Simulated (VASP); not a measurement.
# W (Im-3m) in VASP: elastic constants with r2SCAN

Aim: the elastic constants of W with r2SCAN.

Everything below comes from runs of VASP 6.6.1. Logs are shortened: lines on timing, memory, paths and dates and some standing lists are left out, and cuts for length are marked.

### Step 1. Starting point

Symmetry: Im-3m, No. 229, cubic system. Conventional cell: a = 3.201 Å, b = 3.201 Å, c = 3.201 Å, α = 90.00°, β = 90.00°, γ = 90.00°. Around W (site symmetry m-3m) lie 8 W at 2.77 Å.

### Step 2. Elastic constants, r2SCAN

The input, POSCAR:

```
W
1.0
   -1.6007500000      1.6007500000      1.6007500000
    1.6007500000     -1.6007500000      1.6007500000
    1.6007500000      1.6007500000     -1.6007500000
W
1
Direct
    0.0000000000      0.0000000000      0.0000000000
```

The input, INCAR.step1:

```
PREC = Accurate
ENCUT = 700
EDIFF = 1E-8
ISMEAR = 0
SIGMA = 0.1
LREAL = False
LASPH = True
NELM = 80
ALGO = Normal
ISIF = 3
LWAVE = False
LCHARG = False
METAGGA = R2SCAN
LMIXTAU = True
IBRION = 2
NSW = 40
EDIFFG = -0.002
```

The input, INCAR.step2:

```
PREC = Accurate
ENCUT = 700
EDIFF = 1E-8
ISMEAR = 0
SIGMA = 0.1
LREAL = False
LASPH = True
NELM = 80
ALGO = Normal
ISIF = 3
LWAVE = False
LCHARG = False
METAGGA = R2SCAN
LMIXTAU = True
IBRION = 6
NFREE = 2
POTIM = 0.015
NSW = 1
```

The input, KPOINTS:

```
regular mesh
0
Gamma
  22 22 22
```

Potentials or basis: VASP PAW PBE potentials, release 64 (W_sv).

Launch:

```console
> cat potpaw_PBE.64/W_sv/POTCAR > POTCAR
> cp INCAR.step1 INCAR
> mpirun -np 1 vasp_std > vasp.out
> cp CONTCAR POSCAR
> cp INCAR.step2 INCAR
> mpirun -np 1 vasp_std > vasp.out
```

OUTCAR:

```text
PREC = Accurate
   ENCUT = 700
   EDIFF = 1E-8
   ISMEAR = 0
   LREAL = False
   LASPH = True
   NELM = 80
   ISIF = 3
   METAGGA = R2SCAN
   IBRION = 6
   NFREE = 2
   POTIM = 0.015
   NSW = 1

 ion  position               nearest neighbor table
   1  0.000  0.000  0.000-

  LATTYP: Found a body centered cubic cell.
 ALAT       =     3.1730777408

  Lattice vectors:

 A1 = (  -1.5865388704,   1.5865388704,   1.5865388704)
 A2 = (   1.5865388704,  -1.5865388704,   1.5865388704)
 A3 = (   1.5865388704,   1.5865388704,  -1.5865388704)

Analysis of symmetry for initial positions (statically):
=====================================================================
 Subroutine PRICEL returns:
 Original cell was already a primitive cell.

 Routine SETGRP: Setting up the symmetry group for a
 body centered cubic supercell.

 Subroutine GETGRP returns: Found 48 space group operations
 (whereof 48 operations were pure point group operations)
 out of a pool of 48 trial point group operations.

The static configuration has the point symmetry O_h .

Analysis of symmetry for dynamics (positions and initial velocities):
=====================================================================
 Subroutine PRICEL returns:
 Original cell was already a primitive cell.

 Routine SETGRP: Setting up the symmetry group for a
 body centered cubic supercell.

 Subroutine GETGRP returns: Found 48 space group operations
 (whereof 48 operations were pure point group operations)
 out of a pool of 48 trial point group operations.

The dynamic configuration has the point symmetry O_h .

 Subroutine INISYM returns: Found 48 space group operations
 (whereof 48 operations are pure point group operations),
 and found     1 'primitive' translations

----------------------------------------------------------------------------------------

                                     Primitive cell

  volume of cell :      15.9739

  direct lattice vectors                    reciprocal lattice vectors
    -1.586538870  1.586538870  1.586538870     0.000000000  0.315151434  0.315151434
     1.586538870 -1.586538870  1.586538870     0.315151434  0.000000000  0.315151434
     1.586538870  1.586538870 -1.586538870     0.315151434  0.315151434  0.000000000

  length of vectors
     2.747965932  2.747965932  2.747965932     0.445691432  0.445691432  0.445691432

  position of ions in fractional coordinates (direct lattice)
     0.000000000  0.000000000  0.000000000

  ion indices of the primitive-cell ions
   primitive index   ion index
                 1           1

----------------------------------------------------------------------------------------

 KPOINTS: regular mesh

Automatic generation of k-mesh.
 Grid dimensions read from file:
 generate k-points for:   22   22   22

 Generating k-lattice:

  Cartesian coordinates                     Fractional coordinates (reciprocal lattice)
     0.000000000  0.014325065  0.014325065     0.045454545  0.000000000  0.000000000
     0.014325065  0.000000000  0.014325065     0.000000000  0.045454545  0.000000000
     0.014325065  0.014325065  0.000000000     0.000000000  0.000000000  0.045454545

  Length of vectors
     0.020258701  0.020258701  0.020258701

  Shift w.r.t. Gamma in fractional coordinates (k-lattice)
[... 98 lines left out ...]
  ext. energy  EPLUGINS =         0.00000000
  ---------------------------------------------------
  free energy    TOTEN  =       -51.35306071 eV

  energy without entropy =      -51.35102402  energy(sigma->0) =      -51.35204236

------------------------ aborting loop because EDIFF is reached ----------------------------------------

  FORCE on cell =-STRESS in cart. coord.  units (eV):
  Direction    XX          YY          ZZ          XY          YZ          ZX
  --------------------------------------------------------------------------------------
  -------------------------------------------------------------------------------------
  Total        0.0011994      0.0011994      0.0011994      0.0000000     -0.0000000      0.0000000
  in kB        0.1203025      0.1203025      0.1203025      0.0000000     -0.0000000      0.0000000
  external PRESSURE =       0.1203025 kB  Pullay stress =       0.0000000 kB
[... 86 lines left out ...]
  FREE ENERGIE OF THE ION-ELECTRON SYSTEM (eV)
  ---------------------------------------------------
  free  energy   TOTEN  =       -51.3466574609 eV

  energy  without entropy=      -51.3444953386  energy(sigma->0) =      -51.34557640

[... ionic steps 4 to 12 ...]

--------------------------------------- Ionic step       13  -------------------------------------------

 number of electron      14.0000002 magnetization

------------------------ aborting loop because EDIFF is reached ----------------------------------------
[... 65 lines left out ...]
--------------------------------------- Ionic step       15  -------------------------------------------

 number of electron      14.0000001 magnetization

 Free energy of the ion-electron system (eV)
  ---------------------------------------------------
  ext. energy  EPLUGINS =         0.00000000
  ---------------------------------------------------
  free energy    TOTEN  =       -51.35306022 eV

  energy without entropy =      -51.35102353  energy(sigma->0) =      -51.35204188

 E-fermi :  11.1560     XC(G=0): -14.9106

 val. band max:       11.1483321490   @ k =  -0.1364   0.1818   0.0455
 cond. band min:      11.1611923396   @ k =   0.0909   0.0455   0.0455
 fundamental gap:      0.0128601906
 Fermi energy:        11.1559891789

 k-point     1 :       0.0000    0.0000    0.0000
  band No.  band energies     occupation
      1     -64.9502      2.00000
      2     -27.8214      2.00000
      3     -27.8214      2.00000
      4     -27.8214      2.00000
      5       1.0929      2.00000
      6       9.9079      2.00000
      7       9.9079      2.00000
      8       9.9079      2.00000
      9      13.7232      0.00000
     10      13.7232      0.00000
     11      26.4200      0.00000
[... 309 lines left out ...]
 k-point    24 :       0.1364    0.0909    0.0000
  band No.  band energies     occupation
      1     -64.9008      2.00000
      2     -28.2949      2.00000
      3     -27.9459      2.00000
      4     -27.8579      2.00000
      5       2.8664      2.00000
      6       9.0496      2.00000
      7       9.2433      2.00000
      8      11.8439      0.00000
      9      12.6930      0.00000
     10      13.9759      0.00000
     11      27.6294      0.00000

 [... further k-points ...]

------------------------ aborting loop because EDIFF is reached ----------------------------------------

  FORCE on cell =-STRESS in cart. coord.  units (eV):
  Direction    XX          YY          ZZ          XY          YZ          ZX
  --------------------------------------------------------------------------------------
  -------------------------------------------------------------------------------------
  Total        0.0012160      0.0012160      0.0012160      0.0000000      0.0000000      0.0000000
  in kB        0.1219655      0.1219655      0.1219655      0.0000000      0.0000000      0.0000000
  external PRESSURE =       0.1219655 kB  Pullay stress =       0.0000000 kB
[... 16 lines left out ...]
  FREE ENERGIE OF THE ION-ELECTRON SYSTEM (eV)
  ---------------------------------------------------
  free  energy   TOTEN  =       -51.3530602208 eV

  energy  without entropy=      -51.3510235326  energy(sigma->0) =      -51.35204188

 INTERNAL STRAIN TENSORS FROM STRAINED CELLS
 ============================================

 INTERNAL STRAIN TENSOR FOR ION    1 for displacements in x,y,z  (eV/Angst):
          X           Y           Z          XY          YZ          ZX
  --------------------------------------------------------------------------------
  x    -0.00000    -0.00000    -0.00000     0.00000     0.00000     0.00000
  y     0.00000    -0.00000     0.00000     0.00000     0.00000    -0.00000
  z    -0.00000    -0.00000     0.00000     0.00000    -0.00000    -0.00000

 INTERNAL STRAIN TENSORS FROM DISPLACED ATOMS
 ============================================

 INTERNAL STRAIN TENSOR FOR ION    1 for displacements in x,y,z  (eV/Angst):
          X           Y           Z          XY          YZ          ZX
  --------------------------------------------------------------------------------
  x     0.00000     0.00000     0.00000     0.00000     0.00000     0.00000
  y     0.00000     0.00000     0.00000     0.00000     0.00000     0.00000
  z     0.00000     0.00000     0.00000     0.00000     0.00000     0.00000

 Eigenvectors and eigenvalues of the dynamical matrix
 ----------------------------------------------------

   1 f  =    0.000000 THz     0.000000 2PiTHz    0.000000 cm-1     0.000000 meV
             X         Y         Z           dx          dy          dz
      0.000000  0.000000  0.000000     1.000000    0.000000    0.000000

   2 f  =    0.000000 THz     0.000000 2PiTHz    0.000000 cm-1     0.000000 meV
             X         Y         Z           dx          dy          dz
      0.000000  0.000000  0.000000     0.000000    1.000000    0.000000

   3 f  =    0.000000 THz     0.000000 2PiTHz    0.000000 cm-1     0.000000 meV
             X         Y         Z           dx          dy          dz
      0.000000  0.000000  0.000000     0.000000    0.000000    1.000000

--------------------------------------------------------------------------------------------------------

 ELASTIC MODULI CONTR FROM IONIC RELAXATION (kBar)
 Direction    XX          YY          ZZ          XY          YZ          ZX
 --------------------------------------------------------------------------------
 XX           0.0000      0.0000      0.0000      0.0000      0.0000      0.0000
 YY           0.0000      0.0000      0.0000      0.0000      0.0000      0.0000
 ZZ           0.0000      0.0000      0.0000      0.0000      0.0000      0.0000
 XY           0.0000      0.0000      0.0000      0.0000      0.0000      0.0000
 YZ           0.0000      0.0000      0.0000      0.0000      0.0000      0.0000
 ZX           0.0000      0.0000      0.0000      0.0000      0.0000      0.0000
 --------------------------------------------------------------------------------

 TOTAL ELASTIC MODULI (kBar)
 Direction    XX          YY          ZZ          XY          YZ          ZX
 --------------------------------------------------------------------------------
 XX        5523.5785   2081.4890   2081.4890      0.0000      0.0000      0.0000
 YY        2081.4890   5523.5785   2081.4890      0.0000      0.0000      0.0000
 ZZ        2081.4890   2081.4890   5523.5785      0.0000      0.0000      0.0000
 XY           0.0000      0.0000      0.0000   1499.0165      0.0000      0.0000
 YZ           0.0000      0.0000      0.0000      0.0000   1499.0165      0.0000
 ZX           0.0000      0.0000      0.0000      0.0000      0.0000   1499.0165
 --------------------------------------------------------------------------------
```

Wall time 3.4 h (1 thread of Intel Xeon Platinum 8259CL at 2.50GHz (Skylake/Cascade Lake), shared host); peak memory 1.4 GiB.

Results:

| Quantity | Value |
| --- | --- |
| Relaxed volume | 15.97 Å³/atom |
| Relaxed cell | a = 2.748 Å, b = 2.748 Å, c = 2.748 Å, α = 109.47°, β = 109.47°, γ = 109.47° |
| Space group after relaxing (to 0.05 Å) | Im-3m (No. 229) |
| Elastic constants C11, C12, C44 | 552, 208, 150 GPa |
| Voigt bulk modulus | 323 GPa |

The path:
| step | energy change (eV) | largest force (eV/Å) | pressure (GPa) | volume (Å³) |
| --- | --- | --- | --- | --- |
| 1 | 0.0000 | 0.0000 | -8.17 | 16.41 |
| 2 | 0.1495 | 0.0000 | 37.85 | 14.50 |
| 3 | -0.0113 | 0.0000 | -0.38 | 15.99 |
| 4 | -0.0113 | 0.0000 | -0.04 | 15.98 |
| 5 | -0.0113 | 0.0000 | 0.14 | 15.97 |
| 6 | -0.0113 | 0.0000 | -0.40 | 15.99 |
| 7 | -0.0113 | 0.0000 | 0.01 | 15.97 |

Final structure:
```yaml
crystal:
  lattice:
    - [-1.58654, 1.58654, 1.58654]
    - [1.58654, -1.58654, 1.58654]
    - [1.58654, 1.58654, -1.58654]
  atoms:
    - { symbol: W, position: [0.00000, 0.00000, 0.00000] }
```

Elastic tensor in Voigt notation (GPa, in the Cartesian axes of the cell as first typed):
```
552 208 208   0   0   0
208 552 208   0   0   0
208 208 552   0   0   0
  0   0   0 150   0   0
  0   0   0   0 150   0
  0   0   0   0   0 150
```

Clamped-ion elastic tensor (GPa):
```
552 208 208   0   0   0
208 552 208   0   0   0
208 208 552   0   0   0
  0   0   0 150   0   0
  0   0   0   0 150   0
  0   0   0   0   0 150
```

Caveat: the PAW data sets were made with another functional, which shifts forces and pressure a little. Spin-orbit coupling is left out, which matters for the levels of W.
